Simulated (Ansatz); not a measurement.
# NaF: a single-point run

Wanted: a converged single-point run for NaF, and a check of what comes out. The structure is shown as the input types it. The cell is built on a prototype (zincblende) and needn't be the phase found in nature.

Method: density functional or hybrid calculation with the settings of its input, plane waves (as first typed), in Ansatz 0.2.0.

3 further runs of the same task are left out: 3 that didn't finish.

## Step 1: Starting point

It takes space group F-43m (No. 216, cubic). Conventional cell: a = 5.063 Å, b = 5.063 Å, c = 5.063 Å, α = 90.00°, β = 90.00°, γ = 90.00°. Na (site symmetry -43m) is surrounded by 4 F at 2.19 Å. Around F (site symmetry -43m) lie 4 Na at 2.19 Å.

Coordinates:

```cif
data_structure
_symmetry_space_group_name_H-M 'F-43m'
_symmetry_Int_Tables_number 216
_cell_length_a 5.0625
_cell_length_b 5.0625
_cell_length_c 5.0625
_cell_angle_alpha 90.000
_cell_angle_beta 90.000
_cell_angle_gamma 90.000
_cell_volume 129.75
loop_
_atom_site_label
_atom_site_type_symbol
_atom_site_symmetry_multiplicity
_atom_site_Wyckoff_symbol
_atom_site_fract_x
_atom_site_fract_y
_atom_site_fract_z
_atom_site_occupancy
Na1 Na 4 a 0.00000 0.00000 0.00000 1
F1 F 4 d 0.25000 0.25000 0.75000 1
```

## Step 2: Input and run

input.yaml reads:

```yaml
crystal:
  lattice:
    - [0.0, 2.5312613679, 2.5312613679]
    - [2.5312613679, 0.0, 2.5312613679]
    - [2.5312613679, 2.5312613679, 0.0]
  atoms:
    - { symbol: Na, position: [0.0, 0.0, 0.0] }
    - { symbol: F, position: [0.25, 0.25, 0.25] }
kpoints:
  mp_grid: { grid: [6, 6, 6] }
hamiltonian:
  xc: pbe
scf:
  occupations: { method: cold, width: 4 }
  n_extra_bands: 4
output:
  forces: true
  stress: true
  eigenvalues: true
```

Started as:

```console
ansatz run input.yaml --threads 4 --pin off --max-ram 3686MiB --backend cpu --events-out ev --progress --plain --runs-dir out
```

**Question.** How will this run end, and is anything wrong with its input?

The run converged and reported no error. Convergence says nothing about whether the input makes sense.

Look at the input: scf.occupations.method is cold; scf.occupations.width is 4. The width is far wider than usual, so occupations near the Fermi level are blurred and the entropy term grows.

To check: delete scf.occupations.width (the default then holds) and set scf.occupations.method to fixed.
